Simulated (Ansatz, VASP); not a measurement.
**H17ClO8: VASP beside Ansatz**

```
CELL_PARAMETERS angstrom
6.62671 0.00000 0.00000
0.00000 6.62671 0.00000
0.00000 0.00000 6.62671
ATOMIC_POSITIONS crystal
O 0.26919 0.00612 0.24500
O 0.97354 0.47112 0.34406
O 0.32626 0.80027 0.64883
O 0.65357 0.73773 0.35200
O 0.93085 0.20173 0.02013
O 0.34548 0.34991 0.46050
O 0.68797 0.96697 0.76729
O 0.99570 0.67023 0.87006
H 0.29881 0.12306 0.33411
H 0.15298 0.05288 0.16504
H 0.92465 0.36932 0.24793
H 0.86278 0.57185 0.35208
H 0.20504 0.75952 0.72627
H 0.27656 0.85436 0.52043
H 0.54518 0.65583 0.41255
H 0.59011 0.78788 0.22900
H 0.96080 0.31988 0.93676
H 0.82796 0.12694 0.94210
H 0.36660 0.36211 0.60548
H 0.21226 0.41436 0.43738
H 0.73114 0.00717 0.63181
H 0.54996 0.91111 0.74288
H 0.02367 0.69407 0.01241
H 0.87953 0.75752 0.83796
H 0.47496 0.30252 0.07344
Cl 0.47616 0.45341 0.94710
```

Alike in both runs: functional PBE; dispersion D3(BJ); k mesh 1 × 1 × 1; occupations fermi-dirac, width 0.05 eV; no spin polarisation.

Ansatz relaxed the structure, and its values are those at the end. VASP's run is a single point on that final structure, the one shown.

|  | VASP | Ansatz |
| --- | --- | --- |
| version | VASP 6.6.1 | Ansatz 0.2.0 |
| potentials or method | VASP PAW PBE potentials, release 64 (O, H, Cl) | scalar-relativistic, plane waves, PAW |
| plane-wave cutoff (eV) | 520 | 420 |
| valence electrons in the cell | 72 | 72 |

|  | VASP | Ansatz | Ansatz less VASP |
| --- | --- | --- | --- |
| rms of the force components (eV/Å) | 0.097 | 0.104 | +0.0061 |
| dispersion energy (meV/atom) | -35.7 | -35.7 | -0.01 |

The functional is the same, so the differences come from potentials, cutoffs and numerics.
